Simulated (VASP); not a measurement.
Set up this calculation in VASP 6.6.1, as the native input.

* Task: relaxation of cell and atoms
* Functional: PBE
* Dispersion: D3(BJ)
* Potentials or basis: VASP PAW PBE potentials, release 64 (Sb)
* Cutoff: 600 eV
* k mesh: 14 × 10 × 10
* Occupations: gaussian, width 0.1 eV
* Spin: no spin polarisation
* Further INCAR settings: ALGO = Normal; EDIFF = 1e-07; IBRION = 2; EDIFFG = -0.005; NSW = 90; ISIF = 3

The structure of Sb lies in POSCAR:

```
Sb
1.0
    3.1224020000      0.0000000000      0.0000000000
    0.0000000000      4.3475180000      0.0000000000
   -0.0389150000      0.0000000000      4.4058520000
Sb
2
Direct
    0.9886110000      0.7500000000      0.7588340000
    0.0113890000      0.2500000000      0.2411660000
```

This isn't the form of Sb at room conditions, which is rhombohedral.

These files were run (other wordings do the same):

INCAR

```
PREC = Accurate
ENCUT = 600
EDIFF = 1E-7
ISMEAR = 0
SIGMA = 0.1
LREAL = F
LASPH = T
NELM = 60
ALGO = Normal
ISIF = 3
LWAVE = F
LCHARG = F
GGA = PE
IVDW = 12
IBRION = 2
NSW = 90
EDIFFG = -0.005
```

KPOINTS

```
Automatic mesh
0
Gamma
  14 10 10
```

Potentials or basis: VASP PAW PBE potentials, release 64 (Sb).

Launch:

```sh
$ cat potpaw_PBE.64/Sb/POTCAR > POTCAR
$ mpirun -np 1 vasp_std > vasp.out
```

It gave:

The relaxed volume is 28.66 Å³/atom. The relaxed cell is a = 3.063 Å, b = 4.326 Å, c = 4.326 Å, α = 90.00°, β = 90.01°, γ = 90.00°. The space group after relaxing (to 0.05 Å) is Pm-3m (No. 221). The energy gained by relaxing is 13.4 meV/atom. The ionic steps are 22. The pressure after relaxing is 0.0 GPa. The band gap on the k mesh is none (metal or under the smearing width) and the dispersion energy per atom is -0.499 eV.

Caveat: pairwise dispersion overbinds metals, which lowers pressure and volume.

Run time: 13 min on 1 thread of Intel(R) Xeon(R) 6975P-C (Granite Rapids) (shared host), peak memory 0.45 GiB.
